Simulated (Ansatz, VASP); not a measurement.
**SrO in VASP and in Ansatz**

Contents of INCAR:

```
PREC = Accurate
ENCUT = 520
EDIFF = 1E-6
ISMEAR = 0
SIGMA = 0.05
LREAL = F
LASPH = T
NELM = 100
ALGO = Normal
ISIF = 2
LWAVE = F
LCHARG = F
GGA = PE
NBANDS = 24
```

The input KPOINTS:

```
regular mesh
0
Gamma
  9 9 6
```

Contents of POSCAR:

```
SrO
1.0
    4.2754662656      0.0000000000      0.0000000000
   -2.1377331328      3.7026623990      0.0000000000
    0.0000000000      0.0000000000      5.1555949900
Sr O
2 2
Direct
    0.3333333333      0.6666666667      0.9381277000
    0.6666666667      0.3333333333      0.4381277000
    0.3333333333      0.6666666667      0.4368723000
    0.6666666667      0.3333333333      0.9368723000
```

Input for Ansatz:

```yaml
crystal:
  lattice:
    - [4.2754662656, 0.0, 0.0]
    - [-2.1377331328, 3.702662399, 0.0]
    - [0.0, 0.0, 5.15559499]
  atoms:
    - { symbol: Sr, position: [0.3333333333, 0.6666666667, 0.9381277] }
    - { symbol: Sr, position: [0.6666666667, 0.3333333333, 0.4381277] }
    - { symbol: O, position: [0.3333333333, 0.6666666667, 0.4368723] }
    - { symbol: O, position: [0.6666666667, 0.3333333333, 0.9368723] }
basis:
  ecutwfc: 420
kpoints:
  mp_grid: { grid: [9, 9, 6] }
hamiltonian:
  xc: pbe
scf:
  occupations: { method: gaussian, width: 0.05 }
output:
  forces: true
  stress: true
  eigenvalues: true
```

Measurements of this composition are mostly on another form, of space group No. 225.

Alike in both runs: task single point; functional PBE; k mesh 9 × 9 × 6; occupations gaussian, width 0.05 eV; no spin polarisation.

|  | VASP | Ansatz |
| --- | --- | --- |
| version | VASP 6.6.1 | Ansatz 0.2.0 |
| potentials or method | VASP PAW PBE potentials, release 64 (Sr_sv, O) | scalar-relativistic, plane waves, PAW |
| plane-wave cutoff (eV) | 520 | 420 |
| valence electrons in the cell | 32 | 32 |

|  | VASP | Ansatz | Ansatz less VASP |
| --- | --- | --- | --- |
| gap on the k mesh at the Fermi level (eV) | 2.63 | 2.65 | +0.019 |
| least direct gap on the mesh (eV) | 2.63 | 2.65 | +0.019 |
| pressure (GPa) | 1.4 | 0.9 | -0.46 |
| largest component of the traceless stress (GPa) | 0.21 | 0.20 | -0.011 |
| rms of the force components (eV/Å) | 0.008 | 0.008 | -0.0006 |

Atom by atom the forces differ by 0.001 eV/Å (rms over components). The functional is the same, so the differences come from potentials, cutoffs and numerics.

Caveats: an odd mesh through Γ misses points on the zone boundary, where band edges often lie. Expect the measured gap to be larger: semilocal functionals such as PBE lack the derivative discontinuity.
